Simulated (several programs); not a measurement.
# Na2S (Fm-3m) from semi-empirical methods to plane-wave DFT

A 3-atom cell of Na2S started from a crystallographic database, relaxed with r2SCAN in Ansatz, was computed with several methods. The symmetry is Fm-3m (No. 225, cubic); conventional cell a = 6.511 Å, 23.00 Å³ an atom. Na is surrounded by 4 S at 2.82 Å; S is surrounded by 8 Na at 2.82 Å. (Simulation; spin polarisation is off.)

```cif
data_structure
_symmetry_space_group_name_H-M 'Fm-3m'
_symmetry_Int_Tables_number 225
_cell_length_a 6.5109
_cell_length_b 6.5109
_cell_length_c 6.5109
_cell_angle_alpha 90.000
_cell_angle_beta 90.000
_cell_angle_gamma 90.000
_cell_volume 276.00
loop_
_atom_site_label
_atom_site_type_symbol
_atom_site_symmetry_multiplicity
_atom_site_Wyckoff_symbol
_atom_site_fract_x
_atom_site_fract_y
_atom_site_fract_z
_atom_site_occupancy
Na1 Na 8 c 0.25000 0.75000 0.75000 1
S1 S 4 a 0.00000 0.00000 0.00000 1
```

Gaps and times are for a single point on this cell; volume and bulk modulus come from each method's own relaxation or energy curve at fixed shape. Times are rough, from shared hosts (Arm Neoverse V1; Arm Neoverse V2; NVIDIA H100 80GB HBM3), and each method has its own mesh and cell size. A dagger marks a closed or tiny gap in a crystal that DFT finds insulating: a failure of the method or a wrong SCF state. PM6 (MOPAC), PM7 (MOPAC), GFN1-xTB (tblite), GFN2-xTB (tblite) treat a cluster of cells at its zone centre, which samples few k points: where these miss a band edge, the gap comes out too large for that reason alone. Gaps from k meshes are read at a limited set of points (mesh, symmetry points, PBE's band edges), so each method's own least gap may be somewhat smaller. xTB and the PM methods were fitted mostly to molecules, and can miss a solid's gap by electronvolts. Minimal bases can be far off for gaps. Times of the plane-wave ladder aren't listed, since it ran on unlike processors and cards. GLLB-SC's gap includes the derivative discontinuity. G0W0 is at finite bands, cutoff and mesh. d marks a direct gap, i an indirect one (no mark: not told apart), a dash a value that wasn't computed or didn't pass its checks.

```json
{"method": "PBEsol", "kind": "semilocal", "gap (eV)": "–", "own volume (Å³/atom)": "22.89", "bulk modulus (GPa)": "–", "atoms computed": "3", "processor time": "–"}
{"method": "light PBE (260 eV and a coarse mesh)", "kind": "light plane-wave", "gap (eV)": "2.53 d", "own volume (Å³/atom)": "–", "bulk modulus (GPa)": "–", "atoms computed": "3", "processor time": "0.68 s"}
{"method": "LDA", "kind": "semilocal", "gap (eV)": "2.29 d", "own volume (Å³/atom)": "21.68", "bulk modulus (GPa)": "–", "atoms computed": "3", "processor time": "–"}
{"method": "PBE", "kind": "semilocal", "gap (eV)": "2.53 d", "own volume (Å³/atom)": "23.61", "bulk modulus (GPa)": "28", "atoms computed": "3", "processor time": "–"}
{"method": "G0W0@r2SCAN (180 eV screening cutoff)", "kind": "many-body", "gap (eV)": "4.57", "own volume (Å³/atom)": "–", "bulk modulus (GPa)": "–", "atoms computed": "3", "processor time": "–"}
{"method": "GFN1-xTB (tblite)", "kind": "tight binding", "gap (eV)": "0.00†", "own volume (Å³/atom)": "23.53", "bulk modulus (GPa)": "22", "atoms computed": "cluster", "processor time": "5.6 s"}
{"method": "r2SCAN", "kind": "semilocal", "gap (eV)": "3.09 d", "own volume (Å³/atom)": "23.00", "bulk modulus (GPa)": "31", "atoms computed": "3", "processor time": "–"}
{"method": "PM7 (MOPAC)", "kind": "semi-empirical", "gap (eV)": "8.98", "own volume (Å³/atom)": "–", "bulk modulus (GPa)": "–", "atoms computed": "cluster", "processor time": "6.6 s"}
{"method": "GFN2-xTB (tblite)", "kind": "tight binding", "gap (eV)": "0.05†", "own volume (Å³/atom)": "–", "bulk modulus (GPa)": "–", "atoms computed": "cluster", "processor time": "9.7 s"}
{"method": "G0W0@PBE (260 eV screening cutoff)", "kind": "many-body", "gap (eV)": "4.24", "own volume (Å³/atom)": "–", "bulk modulus (GPa)": "–", "atoms computed": "3", "processor time": "–"}
{"method": "PM6 (MOPAC)", "kind": "semi-empirical", "gap (eV)": "8.30", "own volume (Å³/atom)": "–", "bulk modulus (GPa)": "–", "atoms computed": "cluster", "processor time": "10 s"}
{"method": "PBE/SZV (CP2K)", "kind": "small basis", "gap (eV)": "0.17 d", "own volume (Å³/atom)": "–", "bulk modulus (GPa)": "–", "atoms computed": "3", "processor time": "11 s"}
{"method": "GLLB-SC (GPAW)", "kind": "model potential", "gap (eV)": "5.68", "own volume (Å³/atom)": "–", "bulk modulus (GPa)": "–", "atoms computed": "3", "processor time": "12 s"}
{"method": "G0W0@PBE0 (180 eV screening cutoff)", "kind": "many-body", "gap (eV)": "5.05", "own volume (Å³/atom)": "–", "bulk modulus (GPa)": "–", "atoms computed": "3", "processor time": "–"}
{"method": "G0W0@HSE06 (180 eV screening cutoff)", "kind": "many-body", "gap (eV)": "4.81", "own volume (Å³/atom)": "–", "bulk modulus (GPa)": "–", "atoms computed": "3", "processor time": "–"}
{"method": "PBE/DZVP (CP2K)", "kind": "small basis", "gap (eV)": "2.47 d", "own volume (Å³/atom)": "–", "bulk modulus (GPa)": "–", "atoms computed": "3", "processor time": "17 s"}
{"method": "PBE/single zeta (GPAW)", "kind": "small basis", "gap (eV)": "2.39 d", "own volume (Å³/atom)": "–", "bulk modulus (GPa)": "–", "atoms computed": "3", "processor time": "30 s"}
{"method": "G0W0@LDA (140 eV screening cutoff)", "kind": "many-body", "gap (eV)": "4.03", "own volume (Å³/atom)": "–", "bulk modulus (GPa)": "–", "atoms computed": "3", "processor time": "–"}
{"method": "HSE06", "kind": "hybrid", "gap (eV)": "3.53 d", "own volume (Å³/atom)": "23.10", "bulk modulus (GPa)": "–", "atoms computed": "3", "processor time": "–"}
{"method": "Hartree-Fock", "kind": "exact exchange", "gap (eV)": "9.62 d", "own volume (Å³/atom)": "–", "bulk modulus (GPa)": "–", "atoms computed": "3", "processor time": "–"}
{"method": "DDH-PBE0", "kind": "hybrid", "gap (eV)": "4.45 d", "own volume (Å³/atom)": "–", "bulk modulus (GPa)": "–", "atoms computed": "3", "processor time": "–"}
{"method": "PBE0", "kind": "hybrid", "gap (eV)": "4.20 d", "own volume (Å³/atom)": "–", "bulk modulus (GPa)": "–", "atoms computed": "3", "processor time": "–"}
{"method": "r2SCAN0", "kind": "hybrid", "gap (eV)": "4.50 d", "own volume (Å³/atom)": "–", "bulk modulus (GPa)": "–", "atoms computed": "3", "processor time": "–"}
```

Against HSE06 (3.53 eV) and with closed or daggered gaps left aside, the nearest gap at the points sampled is that of r2SCAN (-0.44 eV) and the farthest that of Hartree-Fock (+6.09 eV). HSE06 is only a yardstick of convenience, and nearness to it can be luck.

Volumes against r2SCAN's: PBEsol -0.5 %, LDA -5.7 %, PBE +2.7 %, GFN1-xTB (tblite) +2.3 %, HSE06 +0.4 %.
